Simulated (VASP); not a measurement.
# F2 in VASP: notebook

Aim: see how the results for F2 move with the level of theory and the settings. Levels: PBEsol, RPBE. Tasks: relaxation of the atoms, single point.

Program: VASP 6.6.1. These are calculated values, not measurements. Logs are shortened: lines on timing, memory, paths and dates and some standing lists are left out, and cuts for length are marked.

### Step 1. Starting point

The cell holds a molecule in a box, 2 atoms: a = 10.000 Å, b = 10.500 Å, c = 11.000 Å, α = 90.00°, β = 90.00°, γ = 90.00°.

### Step 2. Relaxation of the atoms, PBEsol

The input, INCAR:

```
ALGO     = Normal         # electronic algorithm
EDIFF    = 1E-7           # SCF threshold, eV
EDIFFG   = -0.005         # ionic threshold
ENCUT    = 300            # plane-wave cutoff, eV
GGA      = PS             # functional
IBRION   = 2              # ionic algorithm
ISIF     = 2              # what is computed and relaxed
ISMEAR   = 0              # smearing method
ISYM     = 0            
LASPH    = True           # aspherical terms in the spheres
LCHARG   = False          # write CHGCAR
LREAL    = False          # projectors in reciprocal space
LWAVE    = False          # write WAVECAR
NELM     = 100            # most SCF steps
NSW      = 90             # ionic steps
PREC     = Accurate       # precision mode
SIGMA    = 0.02           # smearing width, eV
```

The input, KPOINTS:

```
k-points
0
Gamma
  1 1 1
```

The input, POSCAR:

```
F
1.0
   10.0000000000      0.0000000000      0.0000000000
    0.0000000000     10.5000000000      0.0000000000
    0.0000000000      0.0000000000     11.0000000000
F
2
Direct
    0.5000000000      0.5000000000      0.4359090900
    0.5000000000      0.5000000000      0.5640909100
```

Potentials or basis: VASP PAW PBE potentials, release 64 (F).

Launch:

```bash
> cat potpaw_PBE.64/F/POTCAR > POTCAR
> mpirun -np 1 vasp_std > vasp.out
```

OUTCAR:

```text
EDIFF = 1E-7
   EDIFFG = -0.005
   ENCUT = 300
   GGA = PS
   IBRION = 2
   ISIF = 2
   ISMEAR = 0
   ISYM = 0
   LASPH = True
   LREAL = False
   NELM = 100
   NSW = 90
   PREC = Accurate

 ion  position               nearest neighbor table
   1  0.500  0.500  0.436-   2 1.41
   2  0.500  0.500  0.564-   1 1.41

IMPORTANT INFORMATION: All symmetrisations will be switched off!
NOSYMM: (Re-)initialisation of all symmetry stuff for point group C_1.

----------------------------------------------------------------------------------------

                                     Primitive cell

  volume of cell :    1155.0000

  direct lattice vectors                    reciprocal lattice vectors
    10.000000000  0.000000000  0.000000000     0.100000000  0.000000000  0.000000000
     0.000000000 10.500000000  0.000000000     0.000000000  0.095238095  0.000000000
     0.000000000  0.000000000 11.000000000     0.000000000  0.000000000  0.090909091

  length of vectors
    10.000000000 10.500000000 11.000000000     0.100000000  0.095238095  0.090909091

  position of ions in fractional coordinates (direct lattice)
     0.500000000  0.500000000  0.435909090
     0.500000000  0.500000000  0.564090910

  ion indices of the primitive-cell ions
   primitive index   ion index
                 1           1
                 2           2

----------------------------------------------------------------------------------------

 KPOINTS: k-points

Automatic generation of k-mesh.
 Grid dimensions read from file:
 generate k-points for:    1    1    1

 Generating k-lattice:

  Cartesian coordinates                     Fractional coordinates (reciprocal lattice)
     0.100000000  0.000000000  0.000000000     1.000000000  0.000000000  0.000000000
     0.000000000  0.095238095  0.000000000     0.000000000  1.000000000  0.000000000
     0.000000000  0.000000000  0.090909091     0.000000000  0.000000000  1.000000000

  Length of vectors
     0.100000000  0.095238095  0.090909091

  Shift w.r.t. Gamma in fractional coordinates (k-lattice)
     0.000000000  0.000000000  0.000000000

 Subroutine IBZKPT returns following result:
 ===========================================

 Found      1 irreducible k-points:

 Following reciprocal coordinates:
            Coordinates               Weight
  0.000000  0.000000  0.000000      1.000000
   k-points           NKPTS =      1   k-points in BZ     NKDIM =      1   number of bands    NBANDS=     11
   number of dos      NEDOS =    301   number of ions     NIONS =      2
   total plane-waves  NPLWV = 215040
   dimension x,y,z NGX =    56 NGY =   60 NGZ =   64
   dimension x,y,z NGXF=   112 NGYF=  120 NGZF=  128
   ions per type =               2
   NGX,Y,Z   is equivalent  to a cutoff of   9.31,  9.50,  9.67 a.u.
   NGXF,Y,Z  is equivalent  to a cutoff of  18.62, 19.00, 19.34 a.u.
 SYSTEM =  unknown system
   PREC   = accura    normal or accurate (medium, high low for compatibility)
   ISTART =      0    job   : 0-new  1-cont  2-samecut
   ICHARG =      2    charge: 1-file 2-atom 10-const
   ISPIN  =      1    spin polarized calculation?
   LNONCOLLINEAR =      F non collinear calculations
   LSORBIT =      F    spin-orbit coupling
   LASPH  =      T    aspherical Exc in radial PAW
   ENCUT  =  300.0 eV  22.05 Ry    4.70 a.u.  14.12 14.83 15.53*2*pi/ulx,y,z
   NELM   =    100;   NELMIN=  2; NELMDL= -5     # of ELM steps
   EDIFF  = 0.1E-06   stopping-criterion for ELM
   LREAL  =      F    real-space projection
   EDIFFG = -.5E-02   stopping-criterion for IOM
   NSW    =     90    number of steps for IOM
   IBRION =      2    ionic relax: 0-MD 1-quasi-New 2-CG
   NFREE  =      1    steps in history (QN), initial steepest desc. (CG)
   ISIF   =      2    stress and relaxation
   ISYM   =      0    0-nonsym 1-usesym 2-fastsym
   POTIM  = 0.5000    time-step for ionic-motion
   TEBEG  =    0.0;   TEEND  =   0.0 temperature during run
   PSTRESS=    0.0 pullay stress
   NELECT =      14.0000    total number of electrons
   NUPDOWN=      -1.0000    fix difference up-down
   EMIN   =  10.00;   EMAX   =-10.00  energy-range for DOS
   EFERMI =   0.00;   METHOD = LEGACY
   ISMEAR =     0;   SIGMA  =   0.02  broadening in eV -4-tet -1-fermi 0-gaus
   EFERMI_NEDOS =   21; number of points for ismear=-14 and -15
   IALGO  =     38    algorithm
   IMIX   =      4    mixing-type and parameters
     AMIX     =   0.40;   BMIX     =  1.00
     AMIX_MAG =   1.60;   BMIX_MAG =  1.00
  volume/ion in A,a.u.               =     577.50      3897.16
  Fermi-wavevector in a.u.,A,eV,Ry     =   0.376060  0.710650  1.924149  0.141421
  Thomas-Fermi vector in A             =   1.307622
   LORBIT       =      0    0 simple, 1 ext, 2 COOP (PROOUT), +10 PAW based schemes
   GGA     = PS    functional components
   LHFCALC =     F    Hartree Fock is set to
   AEXX    =    0.0000 exact exchange contribution
   IVDW    =     0    specifies the selected vdW correction
   LEPSILON=     F    determine dielectric tensor
   LRPA    =     F    only Hartree local field effects (RPA)
 conjugate gradient relaxation of ions
 non-spin polarized calculation
 Gauss-broadening in eV      SIGMA  =   0.02
  energy-cutoff  :      300.00
  volume of cell :     1155.00
 maximum number of plane-waves:     13647
   NGX = 29   NGY = 29   NGZ = 31

--------------------------------------- Ionic step        1  -------------------------------------------

 number of electron      14.0000088 magnetization

 Free energy of the ion-electron system (eV)
  ---------------------------------------------------
  ext. energy  EPLUGINS =         0.00000000
  ---------------------------------------------------
  free energy    TOTEN  =        -3.87587494 eV

  energy without entropy =       -3.87587494  energy(sigma->0) =       -3.87587494

------------------------ aborting loop because EDIFF is reached ----------------------------------------

  FORCE on cell =-STRESS in cart. coord.  units (eV):
  Direction    XX          YY          ZZ          XY          YZ          ZX
  --------------------------------------------------------------------------------------
  -------------------------------------------------------------------------------------
  Total      -18.9803656    -18.6323601    -12.6244721     -0.0000000      0.0000013     -0.0000010
  in kB      -26.3289277    -25.8461861    -17.5122450     -0.0000000      0.0000018     -0.0000014
  external PRESSURE =     -23.2291196 kB  Pullay stress =       0.0000000 kB

 VOLUME and BASIS-vectors are now :
 -----------------------------------------------------------------------------
  energy-cutoff  :      300.00
  volume of cell :     1155.00
      direct lattice vectors                 reciprocal lattice vectors
    10.000000000  0.000000000  0.000000000     0.100000000  0.000000000  0.000000000
     0.000000000 10.500000000  0.000000000     0.000000000  0.095238095  0.000000000
     0.000000000  0.000000000 11.000000000     0.000000000  0.000000000  0.090909091

 POSITION                                       TOTAL-FORCE (eV/Angst)
 -----------------------------------------------------------------------------------
      5.00000      5.25000      4.79500        -0.000000      0.000000     -0.643754
      5.00000      5.25000      6.20500         0.000000     -0.000000      0.643754
 -----------------------------------------------------------------------------------
    total drift:                               -0.000000      0.000001     -0.000013

  FREE ENERGIE OF THE ION-ELECTRON SYSTEM (eV)
  ---------------------------------------------------
  free  energy   TOTEN  =        -3.8758749435 eV

  energy  without entropy=       -3.8758749435  energy(sigma->0) =       -3.87587494

--------------------------------------- Ionic step        2  -------------------------------------------

 number of electron      14.0000085 magnetization

------------------------ aborting loop because EDIFF is reached ----------------------------------------

  FORCE on cell =-STRESS in cart. coord.  units (eV):
  Direction    XX          YY          ZZ          XY          YZ          ZX
  --------------------------------------------------------------------------------------
  -------------------------------------------------------------------------------------
  Total      -18.9790909    -18.6318904    -15.3094826     -0.0000000     -0.0000001      0.0000001
  in kB      -26.3271595    -25.8455345    -21.2368017     -0.0000000     -0.0000001      0.0000001
  external PRESSURE =     -24.4698319 kB  Pullay stress =       0.0000000 kB

 VOLUME and BASIS-vectors are now :
 -----------------------------------------------------------------------------
  energy-cutoff  :      300.00
  volume of cell :     1155.00
      direct lattice vectors                 reciprocal lattice vectors
    10.000000000  0.000000000  0.000000000     0.100000000  0.000000000  0.000000000
     0.000000000 10.500000000  0.000000000     0.000000000  0.095238095  0.000000000
     0.000000000  0.000000000 11.000000000     0.000000000  0.000000000  0.090909091

 POSITION                                       TOTAL-FORCE (eV/Angst)
 -----------------------------------------------------------------------------------
      5.00000      5.25000      4.76394         0.000000     -0.000000      1.714465
      5.00000      5.25000      6.23606        -0.000000      0.000000     -1.714465
 -----------------------------------------------------------------------------------
    total drift:                               -0.000000      0.000000      0.000001

  FREE ENERGIE OF THE ION-ELECTRON SYSTEM (eV)
  ---------------------------------------------------
  free  energy   TOTEN  =        -3.8396171717 eV

  energy  without entropy=       -3.8396171717  energy(sigma->0) =       -3.83961717

--------------------------------------- Ionic step        3  -------------------------------------------

 number of electron      14.0000084 magnetization

 Free energy of the ion-electron system (eV)
  ---------------------------------------------------
  ext. energy  EPLUGINS =         0.00000000
  ---------------------------------------------------
  free energy    TOTEN  =        -3.88081678 eV

  energy without entropy =       -3.88081678  energy(sigma->0) =       -3.88081678

 E-fermi :  -9.3742     XC(G=0):  -0.6018

 val. band max:       -9.5603198819   @ k =   0.0000   0.0000   0.0000
 cond. band min:      -6.0903422401   @ k =   0.0000   0.0000   0.0000
 fundamental gap:      3.4699776418
 Fermi energy:        -9.3741804185

 k-point     1 :       0.0000    0.0000    0.0000
  band No.  band energies     occupation
      1     -34.0664      2.00000
      2     -27.9184      2.00000
      3     -15.6469      2.00000
      4     -12.9048      2.00000
      5     -12.8994      2.00000
      6      -9.5728      2.00000
      7      -9.5603      2.00000
      8      -6.0903      0.00000
      9      -0.3437      0.00000
     10       0.8825      0.00000
     11       0.9187      0.00000

------------------------ aborting loop because EDIFF is reached ----------------------------------------

  FORCE on cell =-STRESS in cart. coord.  units (eV):
  Direction    XX          YY          ZZ          XY          YZ          ZX
  --------------------------------------------------------------------------------------
  -------------------------------------------------------------------------------------
  Total      -18.9830688    -18.6347678    -13.3334867     -0.0000000     -0.0000000      0.0000000
  in kB      -26.3326775    -25.8495260    -18.4957663     -0.0000000     -0.0000001      0.0000000
  external PRESSURE =     -23.5593233 kB  Pullay stress =       0.0000000 kB

 VOLUME and BASIS-vectors are now :
 -----------------------------------------------------------------------------
  energy-cutoff  :      300.00
  volume of cell :     1155.00
      direct lattice vectors                 reciprocal lattice vectors
    10.000000000  0.000000000  0.000000000     0.100000000  0.000000000  0.000000000
     0.000000000 10.500000000  0.000000000     0.000000000  0.095238095  0.000000000
     0.000000000  0.000000000 11.000000000     0.000000000  0.000000000  0.090909091

 POSITION                                       TOTAL-FORCE (eV/Angst)
 -----------------------------------------------------------------------------------
      5.00000      5.25000      4.78724        -0.000000     -0.000000      0.000709
      5.00000      5.25000      6.21276         0.000000      0.000000     -0.000709
 -----------------------------------------------------------------------------------
    total drift:                               -0.000000      0.000000     -0.000001

  FREE ENERGIE OF THE ION-ELECTRON SYSTEM (eV)
  ---------------------------------------------------
  free  energy   TOTEN  =        -3.8808167785 eV

  energy  without entropy=       -3.8808167785  energy(sigma->0) =       -3.88081678

 reached required accuracy - stopping structural energy minimisation
```

It took 46 s on 1 thread of Intel Xeon 6975P-C (Granite Rapids), shared host; peak memory 0.47 GiB.

The run converged, but a check on its numbers failed (symmetry, net force, bounds or a known fault of this set-up), so they aren't taken as properties of the molecule.

Caveat: the cutoff lies under the usual one of these potentials, so the numbers hold a large basis-set error; the PAW data sets were made with another functional, which shifts forces and pressure a little.

(Continued in part 2 of 3.)
